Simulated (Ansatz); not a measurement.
Born–Oppenheimer molecular dynamics of a periodic cell of 20 atoms, HC$_{9}$ (surface graphene monolayer, adsorbate H2). It goes on from the last frame of an earlier run, with new velocities.

Computed with DFT PBE-D3(BJ), scalar-relativistic, plane waves, PAW (Ansatz). Settings: accuracy low, cutoff 420 eV, k mesh 2x2x1, fermi-dirac smearing 0.02 eV, no spin polarisation.

```yaml
ensemble: NVT, Langevin thermostat
time_step: 0.75 fs
steps_asked: 100
set_temperature: 450 K
friction: 0.02 /fs
seed: 67938
```

First frame:

```xyz
20
Lattice="7.3980 0.0000 0.0000 -3.6990 6.4069 0.0000 0.0000 0.0000 12.0000" Properties=species:S:1:pos:R:3
C -0.079 0.032 0.864
C 1.153 0.729 0.805
C -1.262 2.161 0.843
C -0.052 2.861 0.880
C -2.470 4.308 0.726
C -1.267 4.997 0.848
C 2.402 0.059 0.904
C 3.671 0.728 0.889
C 1.173 2.132 0.804
C 2.380 2.892 0.773
C -0.006 4.261 0.916
C 1.174 4.988 0.949
C 4.926 -0.014 0.958
C 6.095 0.729 0.868
C 3.614 2.153 0.789
C 4.907 2.902 0.714
C 2.396 4.323 0.849
C 3.638 4.998 0.787
H 4.139 1.652 3.621
H 4.188 1.378 4.277
```

Q: What does the run give?

A: All steps were run.

| Item | Value |
| --- | --- |
| steps done | 100 |
| time covered | 75 fs |
| mean temperature over the second half | 409 K |
| spread of the potential energy over the second half | 5.3 meV per atom |
| mean potential energy of the second half above the start | 9.5 meV per atom |

A run of 0.075 ps of so small a system gives no equilibrium averages. Limits of this set-up: coarse k mesh, slab without dipole correction, low accuracy level.

Q: What happens to the structure?

A: Mean squared displacements from the first frame to the last, about the centre of mass: C 0.01 Å², H 2.24 Å². This is one draw of velocities; another would differ in detail.

Q: How do temperature and energy run in time?

A: 
```csv
time (fs),T (K),potential energy less start (eV)
0.0,428,0.000
2.2,422,-0.001
4.5,371,0.067
6.8,379,0.097
9.0,373,0.118
11.2,367,0.071
13.5,463,-0.039
15.8,446,-0.005
18.0,407,0.185
20.2,298,0.375
22.5,280,0.367
24.8,304,0.204
27.0,351,0.070
29.2,434,-0.052
31.5,377,0.078
33.8,285,0.276
36.0,322,0.314
38.2,373,0.217
40.5,391,0.160
42.8,452,0.148
45.0,429,0.222
47.2,392,0.307
49.5,393,0.323
51.8,392,0.330
54.0,403,0.351
56.2,464,0.303
58.5,390,0.247
60.8,451,0.126
63.0,447,0.070
65.2,382,0.099
67.5,409,0.111
69.8,342,0.170
72.0,424,0.024
74.2,458,0.015
```

Run time: 12 min on 1 CPU thread of a shared host.
